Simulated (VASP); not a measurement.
# Rh in VASP: relaxation of the atoms with PBE

Aim: the relaxation of the atoms of Rh with PBE.

Everything below comes from runs of VASP 6.6.1. Logs are shortened: lines on timing, memory, paths and dates and some standing lists are left out, and cuts for length are marked.

## Step 1: Starting point

The cell holds a slab with vacuum, 4 atoms: a = 2.719 Å, b = 2.719 Å, c = 32.123 Å, α = 90.00°, β = 90.00°, γ = 120.00°.

The cell was built by a generator and needn't be a form met in nature.

## Step 2: Relaxation of the atoms, PBE

Contents of INCAR:

```
SYSTEM = Rh
ALGO = Normal ; DIPOL = 0.5 0.5 0.500
EDIFF = 1E-7 ; EDIFFG = -0.02
ENCUT = 520 ; GGA = PE
IBRION = 2 ; IDIPOL = 3
ISIF = 2 ; ISMEAR = 1
KPAR = 2 ; LASPH = .TRUE.
LCHARG = .FALSE. ; LDIPOL = .TRUE.
LREAL = .FALSE. ; LWAVE = .FALSE.
NELM = 120 ; NSW = 90
PREC = Accurate ; SIGMA = 0.1
```

Contents of KPOINTS:

```
k-points
0
G
  14 14 1
  0 0 0
```

Contents of POSCAR:

```
Rh
1.0
    2.7193470000      0.0000000000      0.0000000000
   -1.3596735000      2.3550235400      0.0000000000
    0.0000000000      0.0000000000     32.1226475300
Rh
4
Direct
    0.6666670000      0.3333330000      0.3975530800
    0.3333340000      0.6666660000      0.4658499800
    0.0000000000      1.0000000000      0.5341500200
    0.6666670000      0.3333330000      0.6024469200
```

Potentials or basis: VASP PAW PBE potentials, release 64 (Rh_pv).

Command:

```bash
$ cat potpaw_PBE.64/Rh_pv/POTCAR > POTCAR
$ mpirun -np 2 vasp_std > vasp.out
```

OUTCAR:

```text
SYSTEM = Rh
   EDIFF = 1E-7
   EDIFFG = -0.02
   ENCUT = 520
   GGA = PE
   IBRION = 2
   ISIF = 2
   ISMEAR = 1
   LASPH = .TRUE.
   LREAL = .FALSE.
   NELM = 120
   NSW = 90
   PREC = Accurate

 ion  position               nearest neighbor table
   1  0.667  0.333  0.398-   2 2.70   2 2.70   2 2.70
   2  0.333  0.667  0.466-   1 2.70   1 2.70   1 2.70   3 2.70   3 2.70   3 2.70
   3  0.000  0.000  0.534-   4 2.70   4 2.70   4 2.70   2 2.70   2 2.70   2 2.70
   4  0.667  0.333  0.602-   3 2.70   3 2.70   3 2.70

  LATTYP: Found a hexagonal cell.
 ALAT       =     2.7193470000
 C/A-ratio  =    11.8126327865

  Lattice vectors:

 A1 = (   2.7193470000,   0.0000000000,   0.0000000000)
 A2 = (  -1.3596735000,   2.3550235400,   0.0000000000)
 A3 = (   0.0000000000,   0.0000000000,  32.1226475300)

Analysis of symmetry for initial positions (statically):
=====================================================================
 Subroutine PRICEL returns:
 Original cell was already a primitive cell.

 Routine SETGRP: Setting up the symmetry group for a
 hexagonal supercell.

 Subroutine GETGRP returns: Found 12 space group operations
 (whereof  6 operations were pure point group operations)
 out of a pool of 24 trial point group operations.

The static configuration has the point symmetry C_3v.
 The point group associated with its full space group is D_3d.

Analysis of symmetry for dynamics (positions and initial velocities):
=====================================================================
 Subroutine PRICEL returns:
 Original cell was already a primitive cell.

 Routine SETGRP: Setting up the symmetry group for a
 hexagonal supercell.

 Subroutine GETGRP returns: Found 12 space group operations
 (whereof  6 operations were pure point group operations)
 out of a pool of 24 trial point group operations.

The dynamic configuration has the point symmetry C_3v.
 The point group associated with its full space group is D_3d.

 Subroutine INISYM returns: Found 12 space group operations
 (whereof  6 operations are pure point group operations),
 and found     1 'primitive' translations

----------------------------------------------------------------------------------------

                                     Primitive cell

  volume of cell :     205.7175

  direct lattice vectors                    reciprocal lattice vectors
     2.719347000  0.000000000  0.000000000     0.367735342  0.212312103  0.000000000
    -1.359673500  2.355023540  0.000000000     0.000000000  0.424624206  0.000000000
     0.000000000  0.000000000 32.122647530     0.000000000  0.000000000  0.031130684

  length of vectors
     2.719347000  2.719346962 32.122647530     0.424624200  0.424624206  0.031130684

  position of ions in fractional coordinates (direct lattice)
     0.666667000  0.333333000  0.397553080
     0.333334000  0.666666000  0.465849980
     0.000000000  0.000000000  0.534150020
     0.666667000  0.333333000  0.602446920

  ion indices of the primitive-cell ions
   primitive index   ion index
                 1           1
                 2           2
                 3           3
                 4           4

----------------------------------------------------------------------------------------

 KPOINTS: k-points

Automatic generation of k-mesh.
 Grid dimensions read from file:
 generate k-points for:   14   14    1

 Generating k-lattice:

  Cartesian coordinates                     Fractional coordinates (reciprocal lattice)
     0.026266810  0.015165150  0.000000000     0.071428571  0.000000000  0.000000000
     0.000000000  0.030330300  0.000000000     0.000000000  0.071428571  0.000000000
     0.000000000  0.000000000  0.031130684     0.000000000  0.000000000  1.000000000

  Length of vectors
     0.030330300  0.030330300  0.031130684

  Shift w.r.t. Gamma in fractional coordinates (k-lattice)
     0.000000000  0.000000000  0.000000000

 Subroutine IBZKPT returns following result:
 ===========================================

 Found     24 irreducible k-points:

 Following reciprocal coordinates:
            Coordinates               Weight
  0.000000  0.000000  0.000000      1.000000
  0.071429  0.000000  0.000000      6.000000
  0.142857  0.000000  0.000000      6.000000
  0.214286  0.000000  0.000000      6.000000
  0.285714  0.000000  0.000000      6.000000
  0.357143 -0.000000  0.000000      6.000000
[... 16 lines left out ...]
  0.285714  0.285714  0.000000      6.000000
  0.357143  0.285714  0.000000      6.000000
   k-points           NKPTS =     24   k-points in BZ     NKDIM =     24   number of bands    NBANDS=     36
   number of dos      NEDOS =    301   number of ions     NIONS =      4
   total plane-waves  NPLWV =  96000
   dimension x,y,z NGX =    20 NGY =   20 NGZ =  240
   dimension x,y,z NGXF=    40 NGYF=   40 NGZF=  480
   ions per type =               4
   NGX,Y,Z   is equivalent  to a cutoff of  12.23, 12.23, 12.42 a.u.
   NGXF,Y,Z  is equivalent  to a cutoff of  24.45, 24.45, 24.84 a.u.
 SYSTEM =  Rh
   PREC   = accura    normal or accurate (medium, high low for compatibility)
   ISTART =      0    job   : 0-new  1-cont  2-samecut
   ICHARG =      2    charge: 1-file 2-atom 10-const
   ISPIN  =      1    spin polarized calculation?
   LNONCOLLINEAR =      F non collinear calculations
   LSORBIT =      F    spin-orbit coupling
   LASPH  =      T    aspherical Exc in radial PAW
   ENCUT  =  520.0 eV  38.22 Ry    6.18 a.u.   5.06  5.06 59.73*2*pi/ulx,y,z
   NELM   =    120;   NELMIN=  2; NELMDL= -5     # of ELM steps
   EDIFF  = 0.1E-06   stopping-criterion for ELM
   LREAL  =      F    real-space projection
   EDIFFG = -.2E-01   stopping-criterion for IOM
   NSW    =     90    number of steps for IOM
   IBRION =      2    ionic relax: 0-MD 1-quasi-New 2-CG
   NFREE  =      1    steps in history (QN), initial steepest desc. (CG)
   ISIF   =      2    stress and relaxation
   ISYM   =      2    0-nonsym 1-usesym 2-fastsym
   POTIM  = 0.5000    time-step for ionic-motion
   TEBEG  =    0.0;   TEEND  =   0.0 temperature during run
   PSTRESS=    0.0 pullay stress
   NELECT =      60.0000    total number of electrons
   NUPDOWN=      -1.0000    fix difference up-down
   EMIN   =  10.00;   EMAX   =-10.00  energy-range for DOS
   EFERMI =   0.00;   METHOD = LEGACY
   ISMEAR =     1;   SIGMA  =   0.10  broadening in eV -4-tet -1-fermi 0-gaus
   EFERMI_NEDOS =   21; number of points for ismear=-14 and -15
   IALGO  =     38    algorithm
   IMIX   =      4    mixing-type and parameters
     AMIX     =   0.40;   BMIX     =  1.00
     AMIX_MAG =   1.60;   BMIX_MAG =  1.00
  volume/ion in A,a.u.               =      51.43       347.06
  Fermi-wavevector in a.u.,A,eV,Ry     =   1.085679  2.051636 16.037177  1.178699
  Thomas-Fermi vector in A             =   2.221798
   LORBIT       =      0    0 simple, 1 ext, 2 COOP (PROOUT), +10 PAW based schemes
   GGA     = PE    functional components
   LHFCALC =     F    Hartree Fock is set to
   AEXX    =    0.0000 exact exchange contribution
   IVDW    =     0    specifies the selected vdW correction
   LEPSILON=     F    determine dielectric tensor
   LRPA    =     F    only Hartree local field effects (RPA)
 conjugate gradient relaxation of ions
 non-spin polarized calculation
 Methfessel and Paxton  Order N= 1 SIGMA  =   0.10
  energy-cutoff  :      520.00
  volume of cell :      205.72
 maximum number of plane-waves:      5585
   NGX = 11   NGY = 11   NGZ =119

--------------------------------------- Ionic step        1  -------------------------------------------

 number of electron      60.0000003 magnetization

 Free energy of the ion-electron system (eV)
  ---------------------------------------------------
  ext. energy  EPLUGINS =         0.00000000
  ---------------------------------------------------
  free energy    TOTEN  =       -27.40748319 eV

  energy without entropy =      -27.40395689  energy(sigma->0) =      -27.40630776

------------------------ aborting loop because EDIFF is reached ----------------------------------------

  FORCE on cell =-STRESS in cart. coord.  units (eV):
  Direction    XX          YY          ZZ          XY          YZ          ZX
  --------------------------------------------------------------------------------------
  -------------------------------------------------------------------------------------
  Total       -3.0775046     -3.0775044     -1.6805667      0.0000000      0.0000000      0.0000000
  in kB      -23.9683464    -23.9683455    -13.0886580      0.0000000      0.0000000      0.0000000
  external PRESSURE =     -20.3417833 kB  Pullay stress =       0.0000000 kB
[... 137 lines left out ...]
  energy  without entropy=      -27.4168222666  energy(sigma->0) =      -27.41787900

--------------------------------------- Ionic step        5  -------------------------------------------

 number of electron      60.0000006 magnetization

 dipolmoment           0.000000      0.000000     -0.000001 electrons x Angstroem

 Free energy of the ion-electron system (eV)
  ---------------------------------------------------
  ext. energy  EPLUGINS =         0.00000000
  ---------------------------------------------------
  free energy    TOTEN  =       -27.41857943 eV

  energy without entropy =      -27.41669949  energy(sigma->0) =      -27.41795278

 E-fermi :  -0.5971     XC(G=0):  -4.3725

 val. band max:       -0.5995426394   @ k =   0.0714   0.0000   0.0000
 cond. band min:      -0.5968602893   @ k =   0.2143   0.0000   0.0000
 fundamental gap:      0.0026823500
 Fermi energy:        -0.5970803811

 k-point     1 :       0.0000    0.0000    0.0000
  band No.  band energies     occupation
      1     -47.6308      2.00000
      2     -47.2874      2.00000
      3     -47.0647      2.00000
      4     -47.0647      2.00000
      5     -47.0096      2.00000
      6     -47.0096      2.00000
[... 925 lines left out ...]
     35       6.4140      0.00000
     36       7.0568      0.00000

------------------------ aborting loop because EDIFF is reached ----------------------------------------

 vacuum level on the upper side and lower side of the slab       (xc-potential included)        -0.133        -0.133

  FORCE on cell =-STRESS in cart. coord.  units (eV):
  Direction    XX          YY          ZZ          XY          YZ          ZX
  --------------------------------------------------------------------------------------
  -------------------------------------------------------------------------------------
  Total       -2.5853520     -2.5853519     -0.0836164      0.0000000     -0.0000000      0.0000000
  in kB      -20.1353439    -20.1353432     -0.6512244      0.0000000     -0.0000000      0.0000000
  external PRESSURE =     -13.6406372 kB  Pullay stress =       0.0000000 kB

 VOLUME and BASIS-vectors are now :
 -----------------------------------------------------------------------------
  energy-cutoff  :      520.00
  volume of cell :      205.72
      direct lattice vectors                 reciprocal lattice vectors
     2.719347000  0.000000000  0.000000000     0.367735342  0.212312103  0.000000000
    -1.359673500  2.355023540  0.000000000     0.000000000  0.424624206  0.000000000
     0.000000000  0.000000000 32.122647530     0.000000000  0.000000000  0.031130684
[... 10 lines left out ...]
  FREE ENERGIE OF THE ION-ELECTRON SYSTEM (eV)
  ---------------------------------------------------
  free  energy   TOTEN  =       -27.4185794294 eV

  energy  without entropy=      -27.4166994930  energy(sigma->0) =      -27.41795278

 reached required accuracy - stopping structural energy minimisation

 vacuum level on the upper side and lower side of the slab         4.430         4.430
```

It took 5.1 min on 2 MPI ranks of Intel Xeon Platinum 8488C (Sapphire Rapids), shared host; peak memory 0.36 GiB.

What came out:

```yaml
Free_energy: -27.4186 eV
Energy_gained_by_relaxing: 2.8 meV/atom
Ionic_steps: 5
Largest_force_after_relaxing: 0.010 eV/Å
Band_gap_on_the_k_mesh: none (metal or under the smearing width)
```

Forces in eV/Å, atoms in the order of the input:
```
Rh   0.000  0.000  0.010
Rh   0.000  0.000 -0.007
Rh   0.000  0.000  0.007
Rh   0.000  0.000 -0.010
```

The path:
```tsv
step	energy change (eV)	largest force (eV/Å)	pressure (GPa)
1	0.0000	0.2569	-2.03
2	-0.0052	0.1670	-1.84
3	-0.0084	0.1740	-1.55
4	-0.0109	0.0388	-1.41
5	-0.0111	0.0103	-1.36
```

Final structure:
```
Rh
1.0
     2.71935    0.00000    0.00000
    -1.35967    2.35502    0.00000
     0.00000    0.00000   32.12265
Rh
4
Direct
  0.66667 0.33333 0.39885
  0.33333 0.66667 0.46620
  0.00000 0.00000 0.53380
  0.66667 0.33333 0.60115
```

Levels at points of the mesh, in eV from the Fermi level:
| k point | band 25 | band 26 | band 27 | band 28 | band 29 | band 30 | band 31 | band 32 | band 33 | band 34 |
| --- | --- | --- | --- | --- | --- | --- | --- | --- | --- | --- |
| (0.00, 0.00, 0.00) | -2.28 | -2.28 | -1.81 | -0.98 | -0.98 | -0.75 | -0.75 | 0.00 | 0.00 | 0.23 |
| (0.50, 0.00, 0.00) | -0.41 | -0.17 | 0.32 | 0.39 | 0.51 | 0.71 | 1.02 | 1.06 | 1.84 | 3.41 |
